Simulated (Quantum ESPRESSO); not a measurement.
SrO: phonons with BLYP

The system is SrO.

```
Sr O
1.0
     0.00000    2.56630    2.56630
     2.56630    0.00000    2.56630
     2.56630    2.56630    0.00000
Sr O
1 1
Direct
  0.50000 0.50000 0.50000
  0.00000 0.00000 0.00000
```

```
Program             : Quantum ESPRESSO 7.5
Task                : phonons
Functional          : BLYP
Potentials or basis : GBRV 1.5 PBE
Cutoff              : 612 eV
Density cutoff      : 4898 eV
k mesh              : 4 × 4 × 4, shifted
Occupations         : fermi-dirac, width 0.05 eV
Spin                : no spin polarisation
Mixing beta         : 0.5
Most SCF iterations : 120
SCF threshold       : 4e-10 Ry
```

```
Relaxed volume                                          : 18.11 Å³/atom
Relaxed cell                                            : a = 3.714 Å, b = 3.714 Å, c = 3.714 Å, α = 60.00°, β = 60.00°, γ = 60.00°
Space group after relaxing (to 0.05 Å)                  : Fm-3m (No. 225)
Pressure after relaxing                                 : 0.0 GPa
Electronic dielectric tensor (diagonal)                 : 3.63
Born charges (mean of the diagonal)                     : Sr +2.42; O -2.41 e
Highest phonon frequency at Γ, LO-TO splitting left out : 186 cm⁻¹
Static dielectric tensor (diagonal)                     : 20.74
```

The path:
| step | energy change (eV) | largest force (eV/Å) | pressure (GPa) | volume (Å³) |
| --- | --- | --- | --- | --- |
| 1 | 0.0000 | 0.0000 | 6.44 | 33.80 |
| 2 | -0.0333 | 0.0000 | 3.16 | 34.92 |
| 3 | -0.0454 | 0.0000 | 0.31 | 36.08 |
| 4 | -0.0455 | 0.0000 | 0.02 | 36.21 |
| 5 | -0.0455 | 0.0000 | 0.00 | 36.21 |

Final structure:
```cif
data_structure
_symmetry_space_group_name_H-M 'P 1'
_symmetry_Int_Tables_number 1
_cell_length_a 3.7136
_cell_length_b 3.7136
_cell_length_c 3.7136
_cell_angle_alpha 60.000
_cell_angle_beta 60.000
_cell_angle_gamma 60.000
_cell_volume 36.21
loop_
_atom_site_label
_atom_site_type_symbol
_atom_site_fract_x
_atom_site_fract_y
_atom_site_fract_z
_atom_site_occupancy
Sr1 Sr 0.50000 0.50000 0.50000 1
O1 O 0.00000 0.00000 0.00000 1
```

Levels at points of the mesh, in eV from the valence-band top:
```tsv
k point	band 4	band 5	band 6	band 7	band 8	band 9	band 10	band 11	band 12	band 13
(0.12, 0.12, 0.12)	-14.12	-13.74	-0.24	0.00	0.00	4.63	6.16	6.56	6.56	8.66
```

Phonon frequencies in cm⁻¹ (negative: imaginary):
```csv
q point,frequencies
"(0.000, 0.000, 0.000)",7 7 7 186 186 186
```

Electronic dielectric tensor:
```
3.63 0.00 0.00
0.00 3.63 0.00
0.00 0.00 3.63
```

Born effective charge tensors (e):
atom 1, Sr
```
2.42 0.00 0.00
0.00 2.42 0.00
0.00 0.00 2.42
```
atom 2, O
```
-2.41  0.00  0.00
 0.00 -2.41  0.00
 0.00  0.00 -2.41
```

Optical modes at Γ, degenerate ones joined, polar ones without the macroscopic field:
| cm⁻¹ | components | symmetry | active in | IR intensity, summed ((D/Å)²/amu) |
| --- | --- | --- | --- | --- |
| 185 | 3 | T1u | IR | 29.86 |

Zone-centre frequencies without and with the macroscopic field along z (cm⁻¹):
|  | optical modes in rising order |
| --- | --- |
| without | 185 185 185 |
| with the field | 185 185 442 |

Static dielectric tensor, electrons and zone-centre modes:
```
20.74  0.00  0.00
 0.00 20.74  0.00
 0.00  0.00 20.74
```

It took 2.1 min on 1 thread of Arm Neoverse V1, with other jobs on the host, peak memory 0.13 GiB.

Caveat: the potentials were made for another functional, which shifts forces and pressure.
